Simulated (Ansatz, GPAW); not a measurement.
# Reading EPR parameters

A crystal has the composition MH4Pb2Cl2O4, where M is a 3d element. A calculation (PBE+U, spin-orbit coupling in second variation, Ansatz) gives:

```
S                    : 1/2
g                    : ⊥ 2.0679, ∥ 2.2193
moment in its sphere : 0.65 μB
```

**Question.** Which ion is it, and why?

The crystal is CuH4Pb2Cl2O4 (Diaboleite), space group P4mm. The spin sits on Cu, with 4 O + 2 Cl at 1.97 to 2.95 Å round it. With the usual charges of the other elements M must be +2. High-spin ions of that charge with S = 1/2 are d9 and d1, Cu and Sc; the sign of the g shift picks Cu²⁺ d⁹. Low-spin ions are left aside. The shift is positive: in a shell more than half full the orbital moment adds to the spin.

[Logs are printed without paths, hosts, clocks, repeated set-up lines and the standing remarks that a program may print on its own settings, such as how far it seeks lower states.]

[Hosts, paths, dates, database ids (printed as entryN), source tags and the programs' standing remarks are cut or masked in the printed files.]
